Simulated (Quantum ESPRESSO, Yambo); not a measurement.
**GaN (F-43m): G0W0 in Yambo against the screening cutoff**

Aim: move the screening cutoff of a G0W0 run on GaN (F-43m) over a wide range.

Calculated with Yambo 5.3.0; PBE and many-body steps on it, plane waves.

This is a report of a sequence of runs, with most program output left out.

## 1. The structure

The structure is cubic, space group F-43m (No. 216). Conventional cell: a = 4.507 Å, b = 4.507 Å, c = 4.507 Å, α = 90.00°, β = 90.00°, γ = 90.00°. Nearest to Ga lie 4 N at 1.95 Å. N has 4 Ga at 1.95 Å nearest. Farther neighbours and most contacts between anions are not listed.

Structure file:

```cif
data_structure
_symmetry_space_group_name_H-M 'P 1'
_symmetry_Int_Tables_number 1
_cell_length_a 3.1869
_cell_length_b 3.1869
_cell_length_c 3.1869
_cell_angle_alpha 60.000
_cell_angle_beta 60.000
_cell_angle_gamma 60.000
_cell_volume 22.89
loop_
_atom_site_label
_atom_site_type_symbol
_atom_site_fract_x
_atom_site_fract_y
_atom_site_fract_z
_atom_site_occupancy
Ga1 Ga 0.00000 0.00000 0.00000 1
N2 N 0.75000 0.75000 0.75000 1
```

The cell and positions are those that the Materials Project relaxed with its own functionals (PBE, PBE+U or r2SCAN), kept fixed. This is not the form that GaN usually takes at ambient conditions.

## 2. 3.25 Ha

This step: Yambo 5.3.0; G0W0 on PBE, plane waves, norm-conserving pseudopotentials.

G0W0 replaces the xc potential by the self-energy, built once from these orbitals. Only a window of levels is corrected, while the sums run over the empty bands that the input names.

gw7.in reads:

```
HF_and_locXC
gw0
dyson
ppa
em1d
rim_cut
RandQpts= 1000000
RandGvec= 1 RL
EXXRLvcs= 104 Ry
VXCRLvcs= 416 Ry
Chimod= "HARTREE"
% BndsRnXp
 1 | 81 |
%
NGsBlkXp= 6.5 Ry
% LongDrXp
 1 | 1 | 1 |
%
% GbndRnge
 1 | 81 |
%
DysSolver= "n"
ExtendOut
PPAPntXp= 27.21138 eV
% QPkrange
 1 | 1 | 12 | 15 |
%
```

Launch:

```sh
$ OMP_NUM_THREADS=1 mpirun -n 4 yambo -F gw7.in -J gw7 -C gw7 > gw7.log
```

The job ended after 25 s (4 MPI ranks of Arm Neoverse V1, shared host; peak memory 1.4 GiB; 97 s of CPU time).

This step gave:

```yaml
g0w0_gap_on_the_points_computed: 2.504 eV
starting_gap_on_the_mesh: 1.753 eV
k_of_the_valence_top: 0, 0, 0
k_of_the_conduction_bottom: 0, 0, 0
least_direct_g0w0_gap_on_the_computed_points: 2.504 eV
z_at_the_valence_top: 0.7912
z_at_the_conduction_bottom: 0.8173
```

The gap on the mesh goes from 1.75 eV to 2.50 eV, a correction of +0.75 eV.

## 3. 5.25 Ha

gw8.in reads:

```
HF_and_locXC
gw0
dyson
ppa
em1d
rim_cut
RandQpts= 1000000
RandGvec= 1 RL
EXXRLvcs= 104 Ry
VXCRLvcs= 416 Ry
Chimod= "HARTREE"
% BndsRnXp
 1 | 81 |
%
NGsBlkXp= 10.5 Ry
% LongDrXp
 1 | 1 | 1 |
%
% GbndRnge
 1 | 81 |
%
DysSolver= "n"
ExtendOut
PPAPntXp= 27.21138 eV
% QPkrange
 1 | 1 | 12 | 15 |
%
```

Launch:

```sh
$ OMP_NUM_THREADS=1 mpirun -n 4 yambo -F gw8.in -J gw8 -C gw8 > gw8.log
```

Elapsed: 27 s, on 4 MPI ranks; peak memory 1.4 GiB.

This step gave:

* G0W0 gap on the points computed: 2.534 eV
* starting gap on the mesh: 1.753 eV
* k of the valence top: 0, 0, 0
* k of the conduction bottom: 0, 0, 0
* least direct G0W0 gap on the computed points: 2.534 eV
* Z at the valence top: 0.7893
* Z at the conduction bottom: 0.8156

Against the run before, the gap moves by +0.030 eV.

## 4. 10.5 Ha

gw9.in reads:

```
HF_and_locXC
gw0
dyson
ppa
em1d
rim_cut
RandQpts= 1000000
RandGvec= 1 RL
EXXRLvcs= 104 Ry
VXCRLvcs= 416 Ry
Chimod= "HARTREE"
% BndsRnXp
 1 | 81 |
%
NGsBlkXp= 21 Ry
% LongDrXp
 1 | 1 | 1 |
%
% GbndRnge
 1 | 81 |
%
DysSolver= "n"
ExtendOut
PPAPntXp= 27.21138 eV
% QPkrange
 1 | 1 | 12 | 15 |
%
```

Launch:

```sh
$ OMP_NUM_THREADS=1 mpirun -n 4 yambo -F gw9.in -J gw9 -C gw9 > gw9.log
```

The job ended after 59 s (4 MPI ranks; peak memory 1.4 GiB).

Numbers from this step:

| Property | Result |
| --- | --- |
| G0W0 gap on the points computed | 2.539 eV |
| starting gap on the mesh | 1.753 eV |
| k of the valence top | 0, 0, 0 |
| k of the conduction bottom | 0, 0, 0 |
| least direct G0W0 gap on the computed points | 2.539 eV |

Against the run before, the gap moves by +0.004 eV.

## 5. 13 Ha

gw10.in reads:

```
HF_and_locXC
gw0
dyson
ppa
em1d
rim_cut
RandQpts= 1000000
RandGvec= 1 RL
EXXRLvcs= 104 Ry
VXCRLvcs= 416 Ry
Chimod= "HARTREE"
% BndsRnXp
 1 | 81 |
%
NGsBlkXp= 26 Ry
% LongDrXp
 1 | 1 | 1 |
%
% GbndRnge
 1 | 81 |
%
DysSolver= "n"
ExtendOut
PPAPntXp= 27.21138 eV
% QPkrange
 1 | 1 | 12 | 15 |
%
```

Launch:

```sh
$ OMP_NUM_THREADS=1 mpirun -n 4 yambo -F gw10.in -J gw10 -C gw10 > gw10.log
```

Wall time 76 s (4 MPI ranks); peak memory 1.4 GiB.

This step gave:

| Quantity | Value |
| --- | --- |
| G0W0 gap on the points computed | 2.540 eV |
| starting gap on the mesh | 1.753 eV |
| k of the valence top | 0, 0, 0 |
| k of the conduction bottom | 0, 0, 0 |
| least direct G0W0 gap on the computed points | 2.540 eV |

Against the run before, the gap moves by +0.001 eV.

## 6. 16.25 Ha

gw11.in reads:

```
HF_and_locXC
gw0
dyson
ppa
em1d
rim_cut
RandQpts= 1000000
RandGvec= 1 RL
EXXRLvcs= 104 Ry
VXCRLvcs= 416 Ry
Chimod= "HARTREE"
% BndsRnXp
 1 | 81 |
%
NGsBlkXp= 32.5 Ry
% LongDrXp
 1 | 1 | 1 |
%
% GbndRnge
 1 | 81 |
%
DysSolver= "n"
ExtendOut
PPAPntXp= 27.21138 eV
% QPkrange
 1 | 1 | 12 | 15 |
%
```

Launch:

```sh
$ OMP_NUM_THREADS=1 mpirun -n 4 yambo -F gw11.in -J gw11 -C gw11 > gw11.log
```

Wall time 2.7 min (4 MPI ranks); peak memory 1.4 GiB; 11 min of CPU time.

This step gave:

```yaml
g0w0_gap_on_the_points_computed: 2.547 eV
starting_gap_on_the_mesh: 1.753 eV
k_of_the_valence_top: 0, 0, 0
k_of_the_conduction_bottom: 0, 0, 0
least_direct_g0w0_gap_on_the_computed_points: 2.547 eV
```

Against the run before, the gap moves by +0.006 eV.

## 7. The runs together

Times are wall times on 4 MPI ranks of Arm Neoverse V1, shared host, good to a factor of about two.

| run | mesh | bands | screening cutoff (eV) | DFT gap (eV) | gap on the mesh (eV) | direct (eV) | time |
| --- | --- | --- | --- | --- | --- | --- | --- |
| 3.25 Ha | 4×4×4 | 81 | 88.4 | 1.753 | 2.504 | 2.504 | 25 s |
| 5.25 Ha | 4×4×4 | 81 | 142.9 | 1.753 | 2.534 | 2.534 | 27 s |
| 10.5 Ha | 4×4×4 | 81 | 285.7 | 1.753 | 2.539 | 2.539 | 59 s |
| 13 Ha | 4×4×4 | 81 | 353.7 | 1.753 | 2.540 | 2.540 | 76 s |
| 16.25 Ha | 4×4×4 | 81 | 442.2 | 1.753 | 2.547 | 2.547 | 2.7 min |

## 8. Results

```json
{
 "3.25 Ha": "2.504 eV",
 "5.25 Ha": "2.534 eV",
 "10.5 Ha": "2.539 eV",
 "13 Ha": "2.540 eV",
 "16.25 Ha": "2.547 eV",
 "known limits": "not at the basis limit; no spin-orbit coupling; coarse k mesh"
}
```

What this shows: The setting moved: screening cutoff. From 3.25 Ha to 16.25 Ha the gap moves by +0.04 eV, for 6.3 times the time. It holds to 0.03 eV from 5.25 Ha on. Bands and screening cutoff are coupled, so a series along one setting does not show full convergence. Bands and cutoff are finite, so the gap is not at the basis limit. The miss can reach some tenths of an eV and take either sign; the mesh is an error of its own. In the G0W0 runs levels were corrected at 1 k point alone, so a gap called «on the mesh» is the least over those, and an edge elsewhere would be missed. The 4×4×4 mesh is coarse for this cell, which bears on the long-range parts of exchange and screening. The many-body steps are scalar-relativistic: spin-orbit coupling is not in them.

[Paths, hosts, dates, memory and timing lines, banners, echoed tables and standing remarks are left out of the program output.]

[Logs are printed without paths, hosts, clocks, repeated set-up lines and the standing remarks that a program may print on its own settings, such as how far it seeks lower states.]

[Runs of the session that timed out or met a known fault of the program may be left out.]

[Hosts, paths, dates, database ids (printed as entryN), source tags and the programs' standing remarks are cut or masked in the printed files.]
